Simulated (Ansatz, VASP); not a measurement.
One calculation of BN, two programs

```
B N
1.0
     0.00000   -1.81239   -1.81239
    -1.81239    0.00000   -1.81239
     1.81239    1.81239   -3.62479
B N
2 2
Direct
  0.98469 0.03793 0.00000
  0.51531 0.46207 0.50000
  0.35933 0.41381 0.87500
  0.89067 0.83619 0.37500
```

Change from the starting cell: mode 4 frozen in at -0.085 Å and mode 5 at +0.017 Å (largest displacements).

Alike in both runs: task single point; functional PBE; k mesh 6 × 6 × 6; occupations gaussian, width 0.05 eV; no spin polarisation.

|  | VASP | Ansatz |
| --- | --- | --- |
| version | VASP 6.6.1 | Ansatz 0.2.0 |
| potentials or method | VASP PAW PBE potentials, release 64 (B, N) | scalar-relativistic, plane waves, PAW |
| plane-wave cutoff (eV) | 520 | 520 |
| valence electrons in the cell | 16 | 16 |

|  | VASP | Ansatz | Ansatz less VASP |
| --- | --- | --- | --- |
| gap on the k mesh at the Fermi level (eV) | 4.31 | 4.32 | +0.010 |
| least direct gap on the mesh (eV) | 6.26 | 6.28 | +0.013 |
| pressure (GPa) | 0.0 | -0.2 | -0.20 |
| largest component of the traceless stress (GPa) | 1.67 | 1.67 | +0.001 |
| rms of the force components (eV/Å) | 0.531 | 0.532 | +0.0003 |

Atom by atom the forces differ by 0.001 eV/Å (rms over components). The functional is the same, so the differences come from potentials, cutoffs and numerics.

Caveats: the k mesh is coarse (spacing up to 0.48 Å⁻¹), so the values aren't converged; forces of over 1 eV/Å show positions far from the minimum, so gaps and moduli don't describe the material at rest. A k mesh can miss the band edges.
